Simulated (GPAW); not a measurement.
# Bi2Te2Se (R-3m) in GPAW: equation of state with LDA

Aim: the equation of state of Bi2Te2Se with LDA.

Program: GPAW 26.7.0. These are calculated values, not measurements. Logs are shortened: lines on timing, memory, paths and dates and some standing lists are left out, and cuts for length are marked. The log counts tension as positive stress, the text compression.

## 1. The structure

The structure is trigonal, space group R-3m (No. 166). The conventional cell has a = 4.322 Å, b = 4.322 Å, c = 31.757 Å, α = 90.00°, β = 90.00°, γ = 120.00°. Around Bi (site symmetry 3m) lie 3 Te at 3.05 Å and 3 Se at 3.11 Å. Te (site symmetry 3m) has 3 Bi at 3.05 Å as nearest neighbours. Se (site symmetry -3m) has 6 Bi at 3.11 Å as nearest neighbours.

The cell is a database's computed one.

## 2. Equation of state, LDA

run.py reads:

```python
from ase import Atoms
from ase.eos import EquationOfState
from ase.io import Trajectory
from ase.units import GPa
from ase.parallel import parprint
from gpaw import GPAW, PW

atoms = Atoms(['Bi', 'Bi', 'Te', 'Te', 'Se'],
              cell=[[2.1609687617, 1.2476358963, 10.5855712543],
                    [-2.1609687617, 1.2476358963, 10.5855712543],
                    [0.0, -2.4952717926, 10.5855712543]],
              scaled_positions=[[0.39172124, 0.39172124, 0.39172124],
                                [0.60827876, 0.60827876, 0.60827876],
                                [0.78040487, 0.78040487, 0.78040487],
                                [0.21959513, 0.21959513, 0.21959513],
                                [0.0, 0.0, 0.0]],
              pbc=True)

traj = Trajectory('eos.traj', 'w')
volumes, energies = [], []
for x in [0.94, 0.96, 0.98, 1.0, 1.02, 1.04, 1.06]:
    a = atoms.copy()
    a.set_cell(atoms.cell * x**(1 / 3), scale_atoms=True)
    calc = GPAW(mode=PW(600),
                xc='LDA',
                kpts={'size': (5, 5, 5), 'gamma': True},
                occupations={'name': 'fermi-dirac', 'width': 0.05},
                nbands=39,
                convergence={'density': 1e-05, 'energy': 1e-05},
                maxiter=150,
                txt=f'eos-{x:.2f}.txt')
    a.calc = calc
    energies.append(a.get_potential_energy(force_consistent=True))
    volumes.append(a.get_volume())
    p = -a.get_stress()[:3].mean() / GPa
    calc.write(f'eos-{x:.2f}.gpw')
    traj.write(a)
    parprint(f'{x:.2f} {volumes[-1]:10.4f} A^3 {energies[-1]:14.6f} eV {p:9.3f} GPa', flush=True)

v0, e0, B = EquationOfState(volumes, energies, eos='birchmurnaghan').fit()
parprint(f'V0 = {v0:.4f} A^3, E0 = {e0:.6f} eV, B0 = {B / GPa:.2f} GPa')
```

Potentials or basis: the program's PAW data sets (release 1.2.1) made for this functional, pw.

Launch:

```sh
$ OMP_NUM_THREADS=1 mpirun -n 4 gpaw python run.py
```

Log:

```text
__  _  _
 | _ |_)|_||  |
 |__||  | ||/\| - 26.7.0

Input parameters:
  mode=PW(ecut=600.0),
  convergence={'density': 1e-05, 'energy': 1e-05},
  kpts=MonkhorstPack(size=(5, 5, 5), gamma=True),
  maxiter=150,
  nbands=39,
  occupations=Occupations(name='fermi-dirac', width=0.05),
  xc=XC(name='LDA')

Diagonalizing LCAO Hamiltonian
Converting LCAO to pw mode

       Te

       Bi

       Bi

       Te

       Se

Atoms  # Å, Bohr magnetons
|   | symbol |        x |         y |         z |    initial magnetic moments |
|---|--------|----------|-----------|-----------|-----------------------------|
| 0 |     Bi | 0.000000 |  0.000000 | 12.271654 | ( 0.0000,  0.0000,  0.0000) |
| 1 |     Bi | 0.000000 |  0.000000 | 19.055863 | ( 0.0000,  0.0000,  0.0000) |
| 2 |     Te | 0.000000 | -0.000000 | 24.448146 | ( 0.0000,  0.0000,  0.0000) |
| 3 |     Te | 0.000000 | -0.000000 |  6.879370 | ( 0.0000,  0.0000,  0.0000) |
| 4 |     Se | 0.000000 |  0.000000 |  0.000000 | ( 0.0000,  0.0000,  0.0000) |

Unit cell  # Å
| periodic |         x |         y |         z |   lengths |    angles |
|----------|-----------|-----------|-----------|-----------|-----------|
|      yes |  2.131763 |  1.230774 | 10.442505 | 10.728706 | 22.921560 |
|      yes | -2.131763 |  1.230774 | 10.442505 | 10.728706 | 22.921560 |
|      yes |  0.000000 | -2.461548 | 10.442505 | 10.728706 | 22.921560 |

Number of symmetries: 12
Symmetry operations  # r_c * U_cc + t_c -> r_c
|    | kind |            matrix            |
|----|------|------------------------------|
|  0 |  E   |  1, 0, 0,  0, 1, 0,  0, 0, 1 |
|  1 |  σ   |  1, 0, 0,  0, 0, 1,  0, 1, 0 |
|  2 |  σ   |  0, 1, 0,  1, 0, 0,  0, 0, 1 |
|  3 |  C3  |  0, 1, 0,  0, 0, 1,  1, 0, 0 |
|  4 |  C3  |  0, 0, 1,  1, 0, 0,  0, 1, 0 |
|  5 |  σ   |  0, 0, 1,  0, 1, 0,  1, 0, 0 |
|  6 |  C2  |  0, 0,-1,  0,-1, 0, -1, 0, 0 |
|  7 |  S6  |  0, 0,-1, -1, 0, 0,  0,-1, 0 |
|  8 |  S6  |  0,-1, 0,  0, 0,-1, -1, 0, 0 |
|  9 |  C2  |  0,-1, 0, -1, 0, 0,  0, 0,-1 |
| 10 |  C2  | -1, 0, 0,  0, 0,-1,  0,-1, 0 |
| 11 |  i   | -1, 0, 0,  0,-1, 0,  0, 0,-1 |

BZ-sampling:
  Number of BZ points: 125
  Number of IBZ points: 19

  Monkhorst-Pack size: [5, 5, 5]
  Monkhorst-Pack shift: [0, 0, 0]

K-points  # in reciprocal-cell coordinates
|     |                                coordinates |     weight |
|-----|--------------------------------------------|------------|
|   0 | (  0.00000000,   0.00000000,   0.00000000) | 0.00800000 |
|   1 | (  0.20000000,   0.00000000,  -0.20000000) | 0.04800000 |
|   2 | (  0.20000000,   0.00000000,   0.00000000) | 0.04800000 |
|   3 | (  0.20000000,   0.20000000,  -0.20000000) | 0.04800000 |
|   4 | (  0.20000000,   0.20000000,   0.00000000) | 0.04800000 |
|   5 | (  0.20000000,   0.20000000,   0.20000000) | 0.01600000 |
|   6 | (  0.40000000,  -0.20000000,  -0.20000000) | 0.04800000 |
|   7 | (  0.40000000,   0.00000000,  -0.40000000) | 0.04800000 |
|   8 | (  0.40000000,   0.00000000,  -0.20000000) | 0.09600000 |
|   9 | (  0.40000000,   0.00000000,   0.00000000) | 0.04800000 |
| ... |                                            |            |
|  18 | (  0.40000000,   0.40000000,   0.40000000) | 0.01600000 |

Plane wave coefficients: 5555
Cutoff: 600.0 eV

Spin-components: 1 (collinear spins)
Bands:           39
Projectors:      27
Spin-degeneracy: 2
Datatype:        complex128

Parallelization:
  kpt:    4
  domain: 1
  band:   1

Density:
  Valence electrons: 48.0
  Components: 1
  Grid points: [63 63 63]
  Charge: 0.0  # |e|

Potential:
  Grid points: [63 63 63]

species:
  Bi:
    name:    Bismuth
    Z:       83.0
    valence: 15
    core:    68
    charge:  0.0  # [|e|]
    compensation charges:
      type: gauss
      rc: 0.38  # [Å]
      lmax: 2
    cutoffs:
      filter: 2.23  # [Å]
      core: 2.33  # [Å]
    projectors
    | kind |    occ | energy [eV] | rcut [Å] |
    |------|--------|-------------|----------|
    |   6s |  2.000 |     -14.665 |    1.286 |
    |   6p |  3.000 |      -4.777 |    1.275 |
    |   5d | 10.000 |     -27.225 |    1.349 |
    |    s |        |      12.546 |    1.286 |
    |    p |        |      22.434 |    1.275 |
    |    d |        |      -0.013 |    1.349 |

    Using partial waves for Bi as LCAO basis

  Te:
    name:    Tellurium
    Z:       52.0
    valence: 6
    core:    46
    charge:  0.0  # [|e|]
    compensation charges:
      type: gauss
      rc: 0.36  # [Å]
      lmax: 2
    cutoffs:
      filter: 2.09  # [Å]
      core: 3.17  # [Å]
    projectors
    | kind |    occ | energy [eV] | rcut [Å] |
    |------|--------|-------------|----------|
    |   5s |  2.000 |     -15.337 |    1.180 |
    |   5p |  4.000 |      -6.113 |    1.196 |
    |    s |        |      11.875 |    1.180 |
    |    p |        |      21.098 |    1.196 |
    |    d |        |       0.000 |    1.238 |

    Using partial waves for Te as LCAO basis

  Se:
    name:    Selenium
    Z:       34.0
    valence: 6
    core:    28
    charge:  0.0  # [|e|]
    compensation charges:
      type: gauss
      rc: 0.27  # [Å]
      lmax: 2
    cutoffs:
      filter: 1.77  # [Å]
      core: 2.67  # [Å]
    projectors
    | kind |    occ | energy [eV] | rcut [Å] |
    |------|--------|-------------|----------|
    |   4s |  2.000 |     -17.472 |    0.847 |
    |   4p |  4.000 |      -6.656 |    1.005 |
    |    s |        |       9.739 |    0.847 |
    |    p |        |      20.555 |    1.005 |
    |    d |        |       0.000 |    0.847 |

    Using partial waves for Se as LCAO basis

Reference energy: -1604368.861276  # eV

eigensolver:
  PPCG
  Converge bands: occupied
  niter=2

density mixing:
  MSR1-Mixer
  Pratt-step length: 0.05
  Maximum mixing coefficient: 0.75
  Old densities: 10
  SVD Regularization: 0.005
  Good broyden scale: 1.0
  Trust region scale: 1.0
  Backstep threshold: 4.0
  History deletion threshold: 6.0
  Fourier metric: weight=20.0, sigma=0.015

occupation numbers:
  Fermi-Dirac:
    width: 0.0500  # eV

poisson solver:
  ecut: 4800.0  # eV

xc functional:
  name: None

convergence criteria:
- Maximum integral of absolute [dens]ity change: 1e-05 electrons / valence electron
- Maximum [total energy] change in last 3 cyles: 1e-05 eV / valence electron
- Maximum integral of absolute [eigenst]ate change: 4e-08 eV^2 / valence electron
maximum number of iterations: 150

SCF iterations
|iter     | |      energy | eigst |  dens |
|---------|-|-------------|-------|-------|
|iter:   1| |  -24.354751 | +0.11 |       |
|iter:   2| |  -24.339125 | -1.91 | -1.29 |
|iter:   3| |  -24.243119 | -2.51 | -1.34 |
|iter:   4| |  -24.078708 | -3.01 | -1.54 |
|iter:   5| |  -24.047535 | -3.65 | -1.85 |
|iter:   6| |  -24.047250 | -4.33 | -2.37 |
|iter:   7| |  -24.047373c| -5.40 | -3.37 |
|iter:   8| |  -24.047416c| -5.66 | -3.77 |
|iter:   9| |  -24.047417c| -6.87 | -4.36 |
|iter:  10| |  -24.047417c| -7.67c| -4.78 |
|iter:  11| |  -24.047417c| -8.27c| -5.45c|

Converged in 11 steps
Energy contributions relative to reference atoms: (reference = -1604368.861276)

Energy contributions:
  Kinetic:          58.175086
  Coulomb:         -56.234598
  Zero:             -2.549416
  External:          0.000000
  Xc:              -23.438290
  Entropy:          -0.000396
  Spinorbit:         0.000000
  ----------------------------
  Free energy:     -24.047615
  Extrapolated:    -24.047417

dipole moment: (0.000000, 0.000000, -115.667627)  # |e|*Ang

Fermi level: 5.260
Eigenvalues  # (at kpt = [0.000, 0.000, 0.000])
| band index |      eig [eV] | occ [0-2] |
|------------|---------------|-----------|
|          0 |       -17.862 |     2.000 |
|        ... |               |           |
|         16 |         3.220 |     2.000 |
|         17 |         3.220 |     2.000 |
|         18 |         3.291 |     2.000 |
|         19 |         3.949 |     2.000 |
|         20 |         3.949 |     2.000 |
|         21 |         4.383 |     2.000 |
[... 8 lines left out ...]
|         30 |        10.840 |     0.000 |
|         31 |        11.517 |     0.000 |
|        ... |               |           |
|         38 |        13.373 |     0.000 |

Gap: 0.321 eV
Transition (v -> c):
  (s=0, k=0, n=23, [0.00, 0.00, 0.00]) -> (s=0, k=0, n=24, [0.00, 0.00, 0.00])
No difference between direct/indirect transitions

Stress tensor  # eV/Ang^3
|         x |         y |         z |
|-----------|-----------|-----------|
|  0.005289 | -0.000000 | -0.000000 |
|  0.000000 |  0.005289 |  0.000000 |
| -0.000000 |  0.000000 |  0.006539 |

# Writing to eos-0.96.gpw (mode='')
```

Wall time 4.9 min (4 MPI ranks of AMD EPYC 9R45 (Zen 5), shared host); peak memory 0.88 GiB.

Results:

| Quantity | Value |
| --- | --- |
| Equilibrium volume | 32.34 Å³/atom |
| Bulk modulus at fixed shape and positions | 57 GPa |
| Pressure derivative of the bulk modulus | 4.6 |

Energy against volume, from the lowest point:
| volume (Å³/atom) | energy (meV/atom) |
| --- | --- |
| 32.193 | 0.00 |
| 32.878 | 1.38 |
| 33.563 | 7.45 |
| 34.248 | 17.68 |
| 34.933 | 31.62 |
| 35.618 | 48.85 |
| 36.303 | 69.01 |

Caveat: the cell was scaled at fixed shape and fractional positions, which overstates the stiffness of a crystal with free parameters, most of all of layers and chains; spin-orbit coupling is left out, which moves the levels of the heavy elements; the program warned that so skewed a cell can give wrong results.
